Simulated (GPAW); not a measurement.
Input of a GPAW 26.7.0 run:

File run.py:

```python
import numpy as np
from ase import Atoms
from gpaw import PW
from gpaw.dft import DFT
from gpaw.hubbard import aoom

atoms = Atoms(['Ti', 'O'],
              cell=[[2.70834008, 0.0, 0.0],
                    [0.0, 2.70834008, 0.0],
                    [0.0, 0.0, 2.70834008]],
              scaled_positions=[[0.0, 0.0, 0.0],
                                [0.5, 0.5, 0.5]],
              pbc=True)
atoms.set_initial_magnetic_moments([-0.9, 0.0])

dft = DFT(atoms,
          mode=PW(600),
          xc='LDA',
          kpts={'size': (7, 7, 7), 'gamma': True},
          occupations={'name': 'methfessel-paxton', 'order': 0, 'width': 0.05, 'fixmagmom': True},
          setups={'Ti': ':d,6.0'},
          nbands=21,
          convergence={'density': 0.0001, 'energy': 1e-05},
          maxiter=120,
          txt='gpaw.txt')
print(f'Energy: {dft.calculate_energy():.6f} eV')
print('Forces (eV/A):')
print(dft.calculate_forces().round(4))
print('Stress (eV/A^3):', dft.calculate_stress().round(6))
print('Moments:', dft.magmoms()[1][:, 2].round(3))
dft.write_converged()
dft.write_gpw_file('gs.gpw')
for a, l in {0: 2}.items():
    setup = dft.setups[a]
    for s, D_ii in enumerate(dft.density.D_asii[a]):
        n_mm = aoom(D_ii, l, setup.l_j, setup.n_j, setup.N0_q)[0]
        print(f'atom {a} spin {s} trace {n_mm.trace():.4f} eigenvalues', *np.linalg.eigvalsh(n_mm).round(3))
        np.savetxt(f'occupation-{a}-{s}.dat', n_mm, fmt='%8.4f')
```

Potentials or basis: the program's PAW data sets (release 1.2.1) made for this functional, pw.

Run with:

```console
$ OMP_NUM_THREADS=1 python run.py
```

Question: Predict the pressure.

Answer: -16.6 GPa.

Eigenvalues of the final occupation matrices:
| site | spin | trace | eigenvalues |
| --- | --- | --- | --- |
| atom 1  | 1 | 0.62 | 0.05 0.05 0.05 0.24 0.24 |
| atom 1  | 2 | 1.62 | 0.05 0.05 0.05 0.73 0.73 |

Caveat: the cutoff is short for stress and forces, so pressures can be off by a GPa or more; the gap line of the log is wrong at fixed moment; the total moment is fixed, so each spin has its own Fermi level. The state reached can hang on the start; a lower one may exist.
